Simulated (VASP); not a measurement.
Crystal: BeS.

```
CELL_PARAMETERS angstrom
0.00000 2.42500 2.42500
2.42500 0.00000 2.42500
2.42500 2.42500 0.00000
ATOMIC_POSITIONS crystal
Be 0.00000 0.00000 0.00000
S 0.25000 0.25000 0.25000
```

| Quantity | Value |
| --- | --- |
| Program | VASP 6.6.1 |
| Task | relaxation of cell and atoms |
| Functional | LDA |
| Potentials or basis | VASP PAW LDA potentials, release 64 (Be, S) |
| Cutoff | 600 eV |
| k mesh | 8 × 8 × 8 |
| Occupations | gaussian, width 0.02 eV |
| Spin | no spin polarisation |

At the start: pressure -3.1 GPa; volume 14.26 Å³/atom.

**Question.** How do energy, volume and symmetry change on relaxing?

**Answer.** Over 3 steps the energy falls by 4.6 meV/atom and the volume is 13.80 Å³/atom (-3.2 %); space group F-43m (No. 216, to 0.05 Å).

The path:
```csv
step,energy change (eV),largest force (eV/Å),pressure (GPa),volume (Å³)
1,0.0000,0.0000,-3.14,28.52
2,-0.0087,0.0000,0.84,27.38
3,-0.0092,0.0000,0.00,27.60
```

Final structure:
```
Be S
1.0
     0.00000    2.39867    2.39867
     2.39867    0.00000    2.39867
     2.39867    2.39867    0.00000
Be S
1 1
Direct
  0.00000 0.00000 0.00000
  0.25000 0.25000 0.25000
```
